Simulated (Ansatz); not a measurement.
**How far is this GaP from the hull?**

Level of theory: DFT PBE, scalar-relativistic, plane waves, PAW in Ansatz 0.2.0. All cells share a 420 eV cutoff and Γ-centred k meshes spaced at most about 0.3 Å⁻¹ (2π included). No spin polarisation.

The zero of energy is the elements' standard structures at the same level; no fitted shifts are applied. The references include black phosphorus.

These are static total energies at zero pressure. The reference form of P is held partly by dispersion forces, which this level lacks.

The competitors are the elements and 1 reference phase of this chemical system (from databases or known types: GaP), relaxed at the same level; other known phases may be missing.

The candidate was reached from: 4-connected net, two elements alternating.

```xyz
6
Lattice="3.8994 0.0000 0.0000 -1.9497 3.3769 0.0000 0.0000 0.0000 8.5858" Properties=species:S:1:pos:R:3 pbc="T T T"
Ga   -0.9748    1.6885    1.4310
Ga    0.9748    1.6885    7.1548
Ga    1.9497    0.0000    4.2929
P     0.9748    1.6885    2.8619
P     1.9497    0.0000    0.0000
P    -0.9748    1.6885    5.7239
```

Question: Where does it stand against these competitors?

Answer: Not the lowest form: another structure of the same formula lies lower. Its formation energy is -0.204 eV/atom. The lowest competing phase at this composition is this:

```
phase      space group             source  share of atoms  ΔE_f (eV/atom)
  GaP  F-43m (No. 216)  Materials Project          1.0000          -0.432
```

The candidate lies 0.23 eV/atom above this phase. The candidate matches no cell in the subsets of the Crystallography Open Database and the Materials Project at hand. A phase this far over the hull is unlikely to be made.
